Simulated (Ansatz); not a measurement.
The geometry is COD entry 2300377, unchecked; take it as a test cell. The listed cell was then made from it by scaling, straining or moving an atom.

An input for SiNi: DFT, LDA, all-electron PAW with datasets made for the crystal, scalar-relativistic (Ansatz 0.2.0).

Command: `ansatz run input.yaml --threads 1 --pin off --max-ram 6144MiB --backend cpu --events-out ev --progress --plain --runs-dir out` The run took 3.3 min on 1 thread of Intel(R) Xeon(R) Platinum 8488C (Sapphire Rapids) (shared host), peak memory 2.4 GiB.

```yaml
crystal:
  lattice:
    - [3.02662, 0.0151331, 0.0151331]
    - [0.0163675, 3.2735, 0.0163675]
    - [0.0234888, 0.0234888, 4.69776]
  atoms:
    - { symbol: Si, position: [0.5, 0.5, 0.8423] }
    - { symbol: Si, position: [0.0, 0.0, 0.1577] }
    - { symbol: Ni, position: [0.5, 0.5, 0.34422], spin: 1.5 }
    - { symbol: Ni, position: [0.0, 0.0, 0.65578], spin: 1.5 }
magnetization:
  spin_polarized: true
kpoints:
  mp_grid: { grid: [11, 10, 7] }
scf:
  occupations: { method: fermi_dirac, width: 0.05 }
hamiltonian:
  xc: lda
  pseudopotentials: { kind: all_electron, datasets: crystal }
output:
  forces: true
  stress: true
  eigenvalues: true
  efg: { contact_densities: true }
```

The results part of the log:

```
WARN: the starting moments were not kept: the SCF closed with an absolute magnetisation of 5.2e-10 μB, where they sum to 3 μB in size (2 sites). That is at most 0.1 of that sum. Measured as dr2_m measures the in/out step, that magnetisation stands 2.5e-20 eV from none, at or under the dr2_threshold of 1.0e-7 eV: it is no larger than a step whose dr2_m would equal this threshold. The system may hold no moment; this SCF shows only that its start led to no more than that. This SCF took its magnetisation from a saved state (the deck's checkpoint.read, a session's seed or a resume), or from the single point or search that the run made first, and not from the starting moments. Where the run's atoms have moved since that state, how it is taken is a key of its own (checkpoint.density_extrapolation: follow_atoms, where typed, takes the whole of its magnetisation to them with its atoms, but for some exceptions; the density_extrapolation keyword of a session's seed is the same key). To be rid of a resumed run's state, run its deck in a fresh run directory. To be rid of the state of a single point that the run made first, give starting moments in the input or, where a deck that gives them still makes one, type scf.lower_state_search: off. To try another start, run it without that state. A second SCF, from the converged charge density, with the starting moments and any scf.initial_density.shell_occupations laid on it anew, would have followed, and was not run: the deck does not ask for one (magnetization.retry_lost_moments is false, the default). To let it run, set magnetization.retry_lost_moments: true and run the deck again, where that key's refused combinations let it; where memory then withholds it, that run's warning says so.
SCF 1 converged in 10 iterations: F = -98365.739975 eV  dr2 = 4.48e-10
  Residual-converged pass: ⟨swp⟩=3.0  Hψ=46378  notcnv=0  max |occ|·‖R‖ = 6.3e-6 eV (tolerance 6.7e-6 eV)  dr2=1.74e-10  dr2_m=5.81e-21  dr2_onsite=2.35e-10  max |Δocc| = 1.4e-10
  greatest PAW one-centre occupation: 1.002 electrons in one spin orbital (limit 2), on the Ni atom at site 3 (counted from 0), in its partial waves of l = 0
SCF converged after 10 iterations
Magnetization: -0.0000 μB (22.0000 up, 22.0000 down)
Absolute magnetization: 0.0000 μB (∫|ρ↑−ρ↓|)
Spin contamination: -0.0095 ħ² per cell (⟨S²⟩ above its minimum at these occupations)
Per-site moments (μB) at R_I (Å): [(9.206709768888405e-12, 0.9652165035877369), (9.206637743310113e-12, 0.9652165035877371), (-5.896196200130497e-11, 0.9652165035877369), (-5.896225492674687e-11, 0.9652165035877371)]
Free energy (F): -98365.739975 eV
Harris-Foulkes:  -98365.739975 eV  (|F-HF|=3.64e-10)
Internal energy: -98365.728626 eV  (E = F + TS)
E sigma→0 (E₀):  -98365.734301 eV
Entropy (-TS):   -0.011349 eV (-2.837 meV/atom)
Past the cutoff: the bands carry plane waves up to 1.75 times it, of which those up to 1.5 times it add -0.000416 eV an atom, each by itself; the spheres take 0.000283 eV an atom off the energy for waves past 1.75 times it
By the cutoff:   a pressure is off by up to 0.009 GPa (1.2 times the spheres' own share and the shells' term, over an atom's volume, and 0.004 GPa: a bound that held against runs at twice the plane waves)
Past the cutoffs: a stress includes 0.0010 GPa for waves and charges beyond them, in addition to the slope of what the spheres take
In the spheres:  the bands' charges fall short by 2.2e-6 e at most (sound up to 1e-3)
Fermi energy:    16.501959 eV
--- Per-component energies (eV) ---
  The terms above E_closure are by the made datasets' own strengths, without shells solved beside the bands.
--- Forces (eV/Å), atoms counted from 1 ---
  atom   1  Si     0.00682572     0.00279492    -0.18306671
  atom   2  Si    -0.00682572    -0.00279492     0.18306671
  atom   3  Ni    -0.02566213    -0.01100311    -0.17864120
  atom   4  Ni     0.02566213     0.01100311     0.17864120
  max |Σ_I F_I| component: 0.00e0 eV/Å
--- Stress (GPa, compression-positive) ---
       -8.937122      -0.993540      -1.139829
       -0.993540      -9.683925      -1.112493
       -1.139829      -1.112493     -11.055164
  P = ⅓ Tr σ = -9.8921 GPa (-98.921 kbar)
--- PAW observables at the nuclei: V_zz in 10²¹ V/m², potentials from the cell's mean, atoms counted from 1 ---
  atom   1  Si V_zz =    -3.392556   η = 0.4939   by run symmetry: allowed
            electrostatic potential = -1363.533125 V   contact ρ = 12701.455699 e/Å³   contact ρ_s (e/Å³): all electrons +0.000000, valence -0.000000
  atom   2  Si V_zz =    -3.392556   η = 0.4939   by run symmetry: allowed
            electrostatic potential = -1363.533125 V   contact ρ = 12701.455699 e/Å³   contact ρ_s (e/Å³): all electrons +0.000000, valence -0.000000
  atom   3  Ni V_zz =    -0.749811   η = 0.9563   by run symmetry: allowed
            electrostatic potential = -3570.507198 V   contact ρ = 129764.908192 e/Å³   contact ρ_s (e/Å³): all electrons -0.000000, valence -0.000000
  atom   4  Ni V_zz =    -0.749811   η = 0.9563   by run symmetry: allowed
            electrostatic potential = -3570.507198 V   contact ρ = 129764.908192 e/Å³   contact ρ_s (e/Å³): all electrons -0.000000, valence -0.000000
--- Band table (eV; the first three rows and the last of 772) ---
  k-point 0 ↑: bands = ["-86.5892", "-86.5800", "-47.5380", "-47.5112", "-47.4231", "-47.3865", "-47.3535", "-47.3240", "2.7460", "8.4510", "10.0948", "12.4007", "12.9845", "13.5312", "13.6518", "13.8258", "13.9381", "13.9502", "14.2024", "14.5366", "14.5859", "15.4565", "17.2780", "19.4453", "21.6650", "21.8371"]
  k-point 1 ↑: bands = ["-86.5892", "-86.5800", "-47.5379", "-47.5114", "-47.4231", "-47.3865", "-47.3535", "-47.3240", "2.8567", "7.8061", "10.4824", "12.4405", "12.9515", "13.5341", "13.6585", "13.8204", "13.8825", "13.9240", "14.1282", "14.5279", "15.0229", "15.7766", "17.5132", "19.3608", "21.1819", "21.6316"]
  k-point 2 ↑: bands = ["-86.5892", "-86.5800", "-47.5378", "-47.5117", "-47.4230", "-47.3866", "-47.3535", "-47.3240", "3.1570", "6.7720", "10.9233", "12.5345", "12.8709", "13.5438", "13.6551", "13.6819", "13.7935", "13.8870", "13.9784", "14.5079", "16.3816", "16.5295", "18.1262", "19.1721", "19.9880", "21.5217"]
  k-point 385 ↓: bands = ["-86.5845", "-86.5833", "-47.5271", "-47.5239", "-47.4062", "-47.4037", "-47.3514", "-47.3452", "6.1410", "7.3546", "10.7224", "11.5398", "12.3908", "12.5595", "12.9261", "13.0291", "13.8259", "13.9266", "14.2426", "14.4272", "14.9000", "15.0657", "18.2164", "18.6277", "19.0568", "19.7773"]
```
